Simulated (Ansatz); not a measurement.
Runs of Ansatz 0.2.0 on CuO. The typed cell holds 4 atoms: a = 2.993 Å, b = 2.993 Å, c = 5.184 Å, α = 73.22°, β = 73.22°, γ = 60.00°. The cell comes from a database or a generator and needn't be the stable form of this composition.

| task | level | U | cell | k mesh | cutoff (eV) | atoms under strain | hubbard projectors | double counting | points for each segment of the path | gap on the mesh (eV) | pressure (GPa) | relaxed volume (Å³/atom) |
| --- | --- | --- | --- | --- | --- | --- | --- | --- | --- | --- | --- | --- |
| relaxation of cell and atoms | PBEsol | - | relaxed | 10 × 10 × 6 | 420 | - | - | - | - | none | 0.0 | 9.10 |
| elastic constants | LDA | - | as given | 9 × 9 × 5 | 420 | relaxed | - | - | - | none | -15.0 | - |
| relaxation of cell and atoms | PBEsol+U | Cu d U = 5.3 eV | relaxed | 10 × 10 × 6 | 420 | - | ortho-atomic (the default) | fll (the default) | - | none | 0.0 | 9.22 |
| band structure | r2SCAN | - | as given | 10 × 10 × 6 | 500 | - | - | - | 14 | none | (a) | - |

Alike in all rows: potentials or basis Ansatz PAW; no spin polarisation; smearing fermi-dirac 0.05 eV.

Question: Estimate the missing entries.

Answer: (a) -2.0.

Caveats: the run has no spin polarisation, though such a crystal can be magnetic; the PAW data sets come from PBE, with cores solved anew for the run's functional, which leaves a small shift of forces and pressure; semilocal functionals often make such compounds metallic where correlation or magnetic order opens a gap, which also shifts bond lengths (some runs); the plane-wave basis is chosen anew once the cell has moved, so the energies of steps on either side of that aren't comparable (some runs); the cell is more than 3 GPa from zero pressure, which shifts response properties (some runs); elastic constants of metals need much finer meshes, so these are rough (some runs); U without spin polarisation on a metal has little footing (some runs).

A gap of «none» marks a metal or a gap under the smearing width.

Runs at the PBE level aren't shown here.
